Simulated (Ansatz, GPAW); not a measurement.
# Hf: 3 runs at one level of theory

```
CELL_PARAMETERS angstrom
3.19670 0.00000 0.00000
-1.59835 2.76842 0.00000
0.00000 0.00000 5.05780
ATOMIC_POSITIONS crystal
Hf 0.66667 0.33333 0.75000
Hf 0.33333 0.66667 0.25000
```

Alike in all runs: task single point; functional PBE; k mesh 10 × 10 × 5; occupations gaussian, width 0.024 eV; no spin polarisation; no spin-orbit coupling. Pressure is positive in compression and, in plane waves, holds the error of the finite cutoff, which Ansatz's Pulay term estimates and takes out.

| program and potentials | plane-wave cutoff (eV) | notes | pressure (GPa) |
| --- | --- | --- | --- |
| Ansatz, Ansatz PAW | 420 | 26 valence electrons an atom on average; Pulay term of +0.05 GPa included | 0.62 |
| GPAW, GPAW PAW data sets (gpaw-data 1.2.1) | 600 | 12 valence electrons an atom on average | 0.92 |
| Ansatz, all-electron LAPW, scalar-relativistic | - | - | 0.63 |

The pressure spans 0.62 (Ansatz, Ansatz PAW) to 0.92 GPa (GPAW, GPAW PAW data sets (gpaw-data 1.2.1)), with all-electron results at 0.63.

Differences between rows come from potentials, basis sets and numerical settings, since the functional is the same but for its coding. Runs on potential files found faulty are left out.
